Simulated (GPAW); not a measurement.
MgO:

```xyz
2
Lattice="0.0000 2.0970 2.0970 2.0970 0.0000 2.0970 2.0970 2.0970 0.0000" Properties=species:S:1:pos:R:3 pbc="T T T"
Mg    0.0000    0.0000    0.0000
O     2.0970    2.0970    2.0970
```

The cell is a database's computed one.

```yaml
Program: GPAW 26.7.0
Task: relaxation of cell and atoms
Functional: revPBE
Dispersion: D4
Potentials_or_basis: the program's PAW data sets (release 1.2.1) made for this functional
Cutoff: 800 eV
Basis: pw
k_mesh: 11 × 11 × 11
Occupations: fermi-dirac, width 0.05 eV
Spin: no spin polarisation
```

At the start: pressure 3.8 GPa; volume 9.22 Å³/atom.

Where does the relaxation end?

Over 8 steps the energy falls by 2.8 meV/atom and the volume is 9.46 Å³/atom (+2.6 %); space group Fm-3m (No. 225, to 0.05 Å).

Step by step:
```csv
step,energy change (eV),largest force (eV/Å),pressure (GPa),volume (Å³)
1,0.0000,0.0000,3.78,18.44
2,-0.0014,0.0000,3.23,18.50
3,-0.0034,0.0000,2.24,18.62
4,-0.0051,0.0000,0.96,18.77
5,-0.0055,0.0000,-0.41,18.93
6,-0.0055,0.0000,-0.39,18.93
7,-0.0055,0.0000,-0.37,18.93
8,-0.0055,0.0000,-0.33,18.92
```

Final structure:
```
CELL_PARAMETERS angstrom
0.00020 2.11511 2.11511
2.11511 0.00020 2.11511
2.11511 2.11511 0.00020
ATOMIC_POSITIONS crystal
Mg 0.00000 0.00000 0.00000
O 0.50000 0.50000 0.50000
```

Caveat: later steps reuse the first step's grids.
